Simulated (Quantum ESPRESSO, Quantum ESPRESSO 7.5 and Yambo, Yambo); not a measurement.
# CaO (Lime): a self-consistent loop beyond G0W0, cycle by cycle

How far does self-consistency move the gap of CaO (Lime)?

Calculated with Quantum ESPRESSO 7.5 and Yambo 5.3.0; PBE and many-body steps on it, plane waves.

## 1. The starting structure

The structure is cubic, space group Fm-3m (No. 225). Conventional cell: a = 4.813 Å, b = 4.813 Å, c = 4.813 Å, α = 90.00°, β = 90.00°, γ = 90.00°. Nearest to Ca lie 6 O at 2.41 Å. Nearest to O lie 6 Ca at 2.41 Å. Farther neighbours and most contacts between anions are not listed.

The cell and positions come from the Crystallography Open Database and are kept as given unless a step says otherwise.

## 2. Empty states on the mesh, 4×4×4 mesh, 124 bands

This step: Quantum ESPRESSO 7.5; DFT, PBE, plane waves, norm-conserving pseudopotentials.

The sums over transitions need many empty states on a uniform mesh; this step solves for them.

pw.in

```
&control
  calculation = 'nscf'
  prefix = 'x'
  outdir = 'o'
  pseudo_dir = 'pseudo'
/
&system
  ibrav = 0
  nat = 2
  ntyp = 2
  ecutwfc = 72.0
  nbnd = 124
  force_symmorphic = .true.
/
&electrons
  conv_thr = 1e-9
  electron_maxstep = 80
  diago_full_acc = .true.
  diago_thr_init = 5e-6
/
ATOMIC_SPECIES
  Ca 40.078 Ca.upf
  O 15.999 O.upf
CELL_PARAMETERS angstrom
  -0.0000000000 2.4065000000 2.4065000000
  2.4065000000 -0.0000000000 2.4065000000
  2.4065000000 2.4065000000 -0.0000000000
ATOMIC_POSITIONS crystal
  Ca 0.0000000000 0.0000000000 0.0000000000
  O 0.5000000000 0.5000000000 0.5000000000
K_POINTS automatic
  4 4 4 0 0 0
```

Run with:

```bash
$ OMP_NUM_THREADS=1 mpirun -n 4 pw.x -nk 4 -in pw.in > pw.out
```

The program printed:

```text
Program PWSCF v.7.5 starts

     This program is part of the open-source Quantum ESPRESSO suite
     for quantum simulation of materials; please cite
         "P. Giannozzi et al., J. Phys.:Condens. Matter 21 395502 (2009);
         "P. Giannozzi et al., J. Phys.:Condens. Matter 29 465901 (2017);
         "P. Giannozzi et al., J. Chem. Phys. 152 154105 (2020);
     in publications or presentations arising from this work. More details at

     Atomic positions and unit cell read from directory:
     o/x.save/

     Message from routine setup:
[...]
96.0925  99.9614 102.4352 102.4352 103.6722 104.6861 104.6861 106.3097
     [... 4 further rows ...]
   137.8895 138.7306 139.0142 139.0142 140.8080 140.8080 141.7345 141.7345
   142.5939 143.6839 145.2284 147.5659

          k = 0.3536 0.0000 0.0000 (  1964 PWs)   bands (ev):

     [... further k-points ...]

     highest occupied, lowest unoccupied level (ev):     7.7451   11.4076

     XML data file, pseudopotentials, collected wavefunctions

=------------------------------------------------------------------------------=
   JOB DONE.
=------------------------------------------------------------------------------=
```

Run time: 4.8 s. Hardware: 4 MPI ranks of Arm Neoverse V1, shared host; peak memory 0.26 GiB.

Numbers from this step:

| Property | Result |
| --- | --- |
| gap | 3.662 eV |
| k of the valence top | 0, 0, 0 |
| k of the conduction bottom | 0, -0.5, -0.5 |
| least direct gap | 4.037 eV |
| k points computed | 8 |
| lowest point of the top converged band, above the valence top | 135.5144 eV |

On this mesh the gap is 3.662 eV.

The density comes from a self-consistent run that is not shown.

## 3. Conversion and set-up

This step: Yambo 5.3.0; conversion and set-up on PBE, plane waves, norm-conserving pseudopotentials.

The states are converted to the many-body program's format and the q mesh is built.

Run with:

```bash
$ (cd o/x.save; p2y > p2y.log; mv SAVE ../..); yambo > setup.log
```

The program printed:

```text
 Yambo, version 5.3.0

 [02] CORE Variables Setup
 =========================

  [02.01] Unit cells
  ==================

  Cell kind             :  FCC
  Atoms in the cell     :  Ca  O
  number of Ca atoms    :  1
  number of O  atoms    :  1

  List of atomic masses
  Mass of Ca    :  40.07800
  Mass of O     :  15.99900

  List of atomic coordinates    : [cc]
  Ca1       :  0.000000  0.000000  0.000000  order 1
  O1       :  4.547626  4.547626  4.547626  order 2

  Alat factors          :  4.547626  4.547626  4.547626 [a.u.]
  Direct lattice volume :  188.0980 [a.u.]
[...]
==========================================

 IBZ Q-points                                      :   8
 BZ  Q-points                                      :   64

 K/Q-points units:
 rlu = crystal or reduced units; cc = cartesian coordinates; iku = interal k-units

 Q [1]          [rlu]:  0.000000  0.000000  0.000000
 Q [2]          [rlu]: -0.69343E-17 -0.69343E-17  0.25000
 Q [3]          [rlu]:  0.13869E-16  0.13869E-16 -0.50000
[...]
Q [7]          [rlu]:  0.57541E-17 -0.50000     -0.50000
 Q [8]          [rlu]:  0.250000 -0.500000 -0.250000

  [03.01] X indexes
  =================

   [03.01.01] Sigma indexes
   ========================

 [06] Game Over & Game summary
```

Run time: 2.1 s. Hardware: 1 MPI rank; peak memory 0.24 GiB.

## 4. G0W0

G0W0 replaces the xc potential by the self-energy, built once from these orbitals. Only a window of levels is corrected, while the sums run over the empty bands that the input names.

This step: G0W0 on PBE, plane waves, norm-conserving pseudopotentials.

gw1.in

```
HF_and_locXC
gw0
dyson
ppa
em1d
rim_cut
RandQpts= 1000000
RandGvec= 1 RL
EXXRLvcs= 72 Ry
VXCRLvcs= 288 Ry
Chimod= "HARTREE"
% BndsRnXp
 1 | 124 |
%
NGsBlkXp= 15.5 Ry
% LongDrXp
 1 | 1 | 1 |
%
% GbndRnge
 1 | 124 |
%
DysSolver= "n"
ExtendOut
PPAPntXp= 27.21138 eV
% QPkrange
 1 | 1 | 7 | 10 |
 7 | 7 | 7 | 10 |
%
```

Run with:

```bash
$ OMP_NUM_THREADS=1 mpirun -n 4 yambo -F gw1.in -J gw1 -C gw1 > gw1.log
```

The program printed:

```text
 Yambo, version 5.3.0

 [02] CORE Variables Setup
 =========================

  [... cell, symmetries and grids as in the set-up ...]

  [02.05] Energies & Occupations
  ==============================

  [X] === General ===
  [X] Electronic Temperature                        :  0.000000  0.000000 [eV K]
  [X] Bosonic    Temperature                        :  0.000000  0.000000 [eV K]
  [X] Finite Temperature mode                       : no
  [X] El. density                                   :  0.57403E+24 [cm-3]
  [X] Fermi Level                                   :  7.745084 [eV]

  [X] === Gaps and Widths ===
  [X] Conduction Band Min                           :  3.662475 [eV]
  [X] Valence Band Max                              :  0.000000 [eV]
  [X] Filled Bands                                  :   8
  [X] Empty Bands                                   :    9  124
  [X] Direct Gap                                    :  4.036914 [eV]
  [X] Direct Gap localized at k                     :   7
  [X] Indirect Gap                                  :  3.662475 [eV]
  [X] Indirect Gap between kpts                     :   1   7
  [X] Last valence band width                       :  1.179441 [eV]
  [X] 1st conduction band width                     :  3.369635 [eV]

 [03] Transferred momenta grid and indexing
 ==========================================

 IBZ Q-points                                      :   8
 BZ  Q-points                                      :   64

 K/Q-points units:
 rlu = crystal or reduced units; cc = cartesian coordinates; iku = interal k-units

 Q [1]          [rlu]:  0.000000  0.000000  0.000000
 Q [2]          [rlu]: -0.69343E-17 -0.69343E-17  0.25000
 Q [3]          [rlu]:  0.13869E-16  0.13869E-16 -0.50000
 Q [4]          [rlu]: -0.22966E-16  0.25000      0.25000
 Q [5]          [rlu]: -0.47112E-16  0.25000      0.50000
 Q [6]          [rlu]:  0.13869E-16  0.25000     -0.25000
 Q [7]          [rlu]:  0.57541E-17 -0.50000     -0.50000
 Q [8]          [rlu]:  0.250000 -0.500000 -0.250000

 [04] Coloumb potential Random Integration (RIM)
 ===============================================

  [04.01] RIM initialization
  ==========================

  * Diagonal components only detected *

  8 x (sBL volume)        :  0.164841 [a.u.]
  sBZ random points       :  1000000
  Points outside the sBZ  :   7968281
  RL volume               :  1.318729 [a.u.]
  Integrated volume       :  1.323978 [a.u.]

  [04.02] RIM integrals
  =====================

  Gamma point sphere radius             :  0.099458 [a.u.]
  Points outside the sphere             :   800476
  [Int_sBZ(q=0) 1/q^2]*(Vol_sBZ)^(-1/3) =:  7.776341
                                 should be <:  7.795600

  Summary of Coulomb integrals for non-metallic bands |Q|[au] RIM/Bare

  Q [1] 0.100000E-4 0.997530 * Q [2] 0.299134 1.068480
  Q [4] 0.345410 1.068537 * Q [6] 0.488484 1.030488
  Q [5] 0.572798 1.023143 * Q [3] 0.598268 1.020683
  Q [7] 0.690820 1.016961 * Q [8] 0.772361 1.013888

 [05] Dipoles
 ============

  [05.01] Setup: observables and procedures
  =========================================

 [06] Dynamic Dielectric Matrix (PPA)
 ====================================

 [WR./gw1//ndb.pp]---------------------------------------------------------------
  Brillouin Zone Q/K grids (IBZ/BZ)                :    8   64    8   64
  RL vectors                                       :  2445 [WF]
  Coulomb cutoff potential                         : none
  Electronic Temperature                           :  0.000000 [K]
  Bosonic    Temperature                           :  0.000000 [K]
  PPA    diel. fun.  energies                      : Perdew, Burke & Ernzerhof(X)+Perdew, Burke & Ernzerhof(C)
  wavefunctions                                    : Perdew, Burke & Ernzerhof(X)+Perdew, Burke & Ernzerhof(C)
  Global Gauge                                     : length
  X matrix size                                    :  229
  X band range                                     :    1  124
  X e/h energy range                               : -1.000000 -1.000000 [eV]
  X Time ordering                                  : R
  X Hxc Kernel                                     : HARTREE
  X Drude frequency                                :  0.000000  0.000000
  X poles                                          :  100.0000 [o/o]
  RL vectors in the sum                            :  2445
  [r,Vnl] included                                 : yes
  Field direction                                  :  0.577350E-5  0.577350E-5  0.577350E-5
  BZ energy Double Grid                            : no
  BZ energy DbGd points                            : 0
  BZ Q point size factor                           : -1.000000
  X Optical Averaged directions                    : none

 [07] Local Exchange-Correlation + Non-Local Fock
 ================================================

 [VXC] Plane waves :  15593
 [EXS] Plane waves :  1989

 QP @ state[ 1 ] K range:  1  1
 QP @ state[ 1 ] b range:   7  10
 QP @ state[ 2 ] K range:   7   7
 QP @ state[ 2 ] b range:   7  10

 [xc] Functional : Perdew, Burke & Ernzerhof(X)+Perdew, Burke & Ernzerhof(C)
 [xc] LIBXC used to calculate xc functional
  PP Number of Atomic Species                      :  2
  NLCC RL compoments                               :  15593
  PP Number of Atomic Species                      :  2
  NLCC RL compoments                               :  15593

 [xc] E_xc :  -8.751770 [Ha]
      E_xc :  -17.50354 [Ry]

  Local XC kind (lXC) : Perdew, Burke & Ernzerhof(X)+Perdew, Burke & Ernzerhof(C)
  Non-Local XC kind (nlXC) : Hartree-Fock

  Corrections @ K [1] :  [eV]
 <7|nlXC|7> = -24.55800 -0.16548E-16 <7|lXC|7> = -19.38988 -0.12595E-20
 <8|nlXC|8> = -24.55787  0.16016E-16 <8|lXC|8> = -19.38988 -0.28323E-15
 <9|nlXC|9> = -6.401456 -0.36035E-17 <9|lXC|9> = -10.88900 -0.23604E-16
 <10|nlXC|10> = -7.007835 -0.65931E-18 <10|lXC|10> = -13.89780 -0.47216E-16

  Corrections @ K [7] :  [eV]
 <7|nlXC|7> = -24.22900 -0.95416E-17 <7|lXC|7> = -18.91784  0.18882E-15
 <8|nlXC|8> = -24.22886 -0.28134E-17 <8|lXC|8> = -18.91784 -0.25078E-16
 <9|nlXC|9> = -5.888650 -0.32057E-17 <9|lXC|9> = -11.42660  0.18897E-15
 <10|nlXC|10> = -8.842523  0.20061E-17 <10|lXC|10> = -16.11110  0.21101E-19

 [08] Dyson equation: Newton solver
 ==================================

  [08.01] G0W0 (W PPA)
  ====================

  [  GW  ] Bands range     :    1  124
  [GW/PPA] G damping       :  0.100000 [eV]

  QP @ state[ 1 ] K range:  1  1
  QP @ state[ 1 ] b range:   7  10
  QP @ state[ 2 ] K range:   7   7
  QP @ state[ 2 ] b range:   7  10

   Sc/G bands                                       :    1  124
   Sc/G damping                                     :  0.100000 ev
   Sc bands terminator                              : no
   Sx RL components                                 :  1989

   QP @ state[ 1 ] K range                          :  1  1
   QP @ state[ 1 ] b range                          :   7  10
   QP @ state[ 2 ] K range                          :   7   7
   QP @ state[ 2 ] b range                          :   7  10
   GF energies kind                                 : Perdew, Burke & Ernzerhof(X)+Perdew, Burke & Ernzerhof(C)
   GF WF`s kind                                     : Perdew, Burke & Ernzerhof(X)+Perdew, Burke & Ernzerhof(C)
   Xs energies kind                                 : Perdew, Burke & Ernzerhof(X)+Perdew, Burke & Ernzerhof(C)
   Xs WF`s kind                                     : Perdew, Burke & Ernzerhof(X)+Perdew, Burke & Ernzerhof(C)

 [11] Game Over & Game summary
```

Elapsed: 48 s, on 4 MPI ranks; peak memory 1.3 GiB; 3.1 min of CPU time.

Numbers from this step:

* G0W0 gap on the points computed: 5.787 eV
* starting gap on the mesh: 3.662 eV
* k of the valence top: 0, 0, 0
* k of the conduction bottom: 0, -0.5, -0.5
* least direct G0W0 gap on the computed points: 6.189 eV
* Z at the valence top: 0.7819
* Z at the conduction bottom: 0.8504

The gap on the mesh goes from 3.66 eV to 5.79 eV, a correction of +2.12 eV.

## 5. evGW0, cycle 1

This step: evGW0 on PBE, plane waves, norm-conserving pseudopotentials.

gw3.in, as its differences from gw1.in of step 4:

```diff
@@ -25,4 +25,4 @@
 % QPkrange
- 1 | 1 | 7 | 10 |
- 7 | 7 | 7 | 10 |
+ 1 | 8 | 6 | 12 |
 %
+GfnQPdb= "E < ./gw2/ndb.QP"
```

Run with:

```bash
$ OMP_NUM_THREADS=1 mpirun -n 4 yambo -F gw3.in -J gw3,gw1_W -C gw3 > gw3.log
```

The program printed:

```text
 Yambo, version 5.3.0

 [02] CORE Variables Setup
 =========================

  [... cell, symmetries and grids as in the set-up ...]

  [02.05] Energies & Occupations
  ==============================

  [X] === General ===
  [X] Electronic Temperature                        :  0.000000  0.000000 [eV K]
  [X] Bosonic    Temperature                        :  0.000000  0.000000 [eV K]
  [X] Finite Temperature mode                       : no
  [X] El. density                                   :  0.57403E+24 [cm-3]
  [X] Fermi Level                                   :  7.745084 [eV]

  [X] === Gaps and Widths ===
  [X] Conduction Band Min                           :  3.662475 [eV]
  [X] Valence Band Max                              :  0.000000 [eV]
  [X] Filled Bands                                  :   8
  [X] Empty Bands                                   :    9  124
  [X] Direct Gap                                    :  4.036914 [eV]
  [X] Direct Gap localized at k                     :   7
  [X] Indirect Gap                                  :  3.662475 [eV]
  [X] Indirect Gap between kpts                     :   1   7
  [X] Last valence band width                       :  1.179441 [eV]
  [X] 1st conduction band width                     :  3.369635 [eV]

 [03] Transferred momenta grid and indexing
 ==========================================

 IBZ Q-points                                      :   8
 BZ  Q-points                                      :   64

 K/Q-points units:
 rlu = crystal or reduced units; cc = cartesian coordinates; iku = interal k-units

 Q [1]          [rlu]:  0.000000  0.000000  0.000000
 Q [2]          [rlu]: -0.69343E-17 -0.69343E-17  0.25000
 Q [3]          [rlu]:  0.13869E-16  0.13869E-16 -0.50000
[...]
[G+QP] Direct Gap localized at k                  :  1
  [G+QP] Indirect Gap                               :  5.787439 [eV]
  [G+QP] Indirect Gap between kpts                  :   1   7
  [G+QP] Last valence band width                    :  1.314302 [eV]
  [G+QP] 1st conduction band width                  :  4.070435 [eV]

  [coarse-grid] Minimum Bare Gap        [ev]:  3.662475
  [coarse-grid] Minimum Gap Correction  [ev]:  2.124964

  Eqp @ K [1]
   -45.0971     -22.0589     -22.0589     -22.0589     -18.5029    -0.211374E-3   0.00000    -0.180354E-3
    6.18901   9.02074   9.02092   9.02071  10.69591  10.69591  20.23349  29.88544
  Eqp @ K [2]
  -45.03757 -22.79020 -22.09079 -22.09079 -17.72771  -1.77400  -0.70870  -0.70869
[...]
Eqp @ K [3]
[...]
Eqp @ K [4]
[...]
Eqp @ K [5]
[...]
[... 2 further k-points ...]
  Eqp @ K [8]
  -44.94056 -22.55212 -22.54699 -22.54699 -17.77396  -1.44798  -1.31440  -1.31448
    8.90546   8.90545  11.58403  13.62589  13.60442  18.74630  19.05528  19.05528

 [07] Dipoles
 ============

  [07.01] Setup: observables and procedures
  =========================================

 [08] Dynamic Dielectric Matrix (PPA)
 ====================================

   Sc/G bands                                       :    1  124
   Sc/G damping                                     :  0.100000 ev
   Sc bands terminator                              : no
   Sx RL components                                 :  1989

   QP @ state[ 1 ] K range                          :   1   8
   QP @ state[ 1 ] b range                          :   6  12
   GF energies kind                                 : Perdew, Burke & Ernzerhof(X)+Perdew, Burke & Ernzerhof(C)+ E < ./gw2/ndb.QP + @E Fit
   GF WF`s kind                                     : Perdew, Burke & Ernzerhof(X)+Perdew, Burke & Ernzerhof(C)
   Xs energies kind                                 : Perdew, Burke & Ernzerhof(X)+Perdew, Burke & Ernzerhof(C)
   Xs WF`s kind                                     : Perdew, Burke & Ernzerhof(X)+Perdew, Burke & Ernzerhof(C)

 [13] Game Over & Game summary
```

Elapsed: 3.5 min, on 4 MPI ranks; peak memory 1.2 GiB.

Numbers from this step:

```
quasiparticle gap on the mesh                         : 6.038 eV
gap of the density functional on the mesh             : 3.662 eV
k of the valence top                                  : 0, 0, 0
k of the conduction bottom                            : 0, -0.5, -0.5
least direct quasiparticle gap on the computed points : 6.393 eV
Z at the valence top                                  : 0.7899
Z at the conduction bottom                            : 0.8715
```

Against G0W0 in Yambo (4×4×4 mesh, 124 bands, screening to 210.9 eV, Godby-Needs plasmon pole), the gap moves by +0.251 eV.

The program's own table gives 6.311 eV, which is too large where the input levels are shifted: this version takes Σc at the unshifted level E₀, yet steps from the shifted one. The value above is the Newton step from E₀, E₀ + Z(Σc + Σx − Vxc), rebuilt from the printed columns.

## 6. evGW0, cycle 2

The corrected levels of the last cycle go back in.

gw4.in, as its differences from gw3.in of step 5:

```diff
@@ -27,2 +27,2 @@
 %
-GfnQPdb= "E < ./gw2/ndb.QP"
+GfnQPdb= "E < ./gw3_fix/ndb.QP"
```

Run with:

```bash
$ OMP_NUM_THREADS=1 mpirun -n 4 yambo -F gw4.in -J gw4,gw1_W -C gw4 > gw4.log
```

The program printed:

```text
 Yambo, version 5.3.0

 [02] CORE Variables Setup
 =========================

  [... cell, symmetries and grids as in the set-up ...]

  [02.05] Energies & Occupations
  ==============================

  [X] === General ===
  [X] Electronic Temperature                        :  0.000000  0.000000 [eV K]
  [X] Bosonic    Temperature                        :  0.000000  0.000000 [eV K]
  [X] Finite Temperature mode                       : no
  [X] El. density                                   :  0.57403E+24 [cm-3]
[...]
Sx RL components                                 :  1989

   QP @ state[ 1 ] K range                          :   1   8
   QP @ state[ 1 ] b range                          :   6  12
   GF energies kind                                 : Perdew, Burke & Ernzerhof(X)+Perdew, Burke & Ernzerhof(C)+ E < ./gw2/ndb.QP + @E Fit+ E < ./gw3_fix/
   GF WF`s kind                                     : Perdew, Burke & Ernzerhof(X)+Perdew, Burke & Ernzerhof(C)
   Xs energies kind                                 : Perdew, Burke & Ernzerhof(X)+Perdew, Burke & Ernzerhof(C)
   Xs WF`s kind                                     : Perdew, Burke & Ernzerhof(X)+Perdew, Burke & Ernzerhof(C)

 [13] Game Over & Game summary
```

Elapsed: 3.5 min, on 4 MPI ranks; peak memory 1.2 GiB; 14 min of CPU time.

This step gave:

```
quasiparticle gap on the mesh                         : 6.071 eV
gap of the density functional on the mesh             : 3.662 eV
k of the valence top                                  : 0, 0, 0
k of the conduction bottom                            : 0, -0.5, -0.5
least direct quasiparticle gap on the computed points : 6.423 eV
```

Against the cycle before, the gap moves by +0.033 eV.

The program's own table gives 6.371 eV, which is too large where the input levels are shifted: this version takes Σc at the unshifted level E₀, yet steps from the shifted one. The value above is the Newton step from E₀, E₀ + Z(Σc + Σx − Vxc), rebuilt from the printed columns.

[end of part 1 of 2]

[Paths, hosts, dates, memory and timing lines, banners, echoed tables and standing remarks are left out of the program output.]

[Logs are printed without paths, hosts, clocks, repeated set-up lines and the standing remarks that a program may print on its own settings, such as how far it seeks lower states.]

[Runs of the session that timed out or met a known fault of the program may be left out.]

[Hosts, paths, dates, database ids (printed as entryN), source tags and the programs' standing remarks are cut or masked in the printed files.]
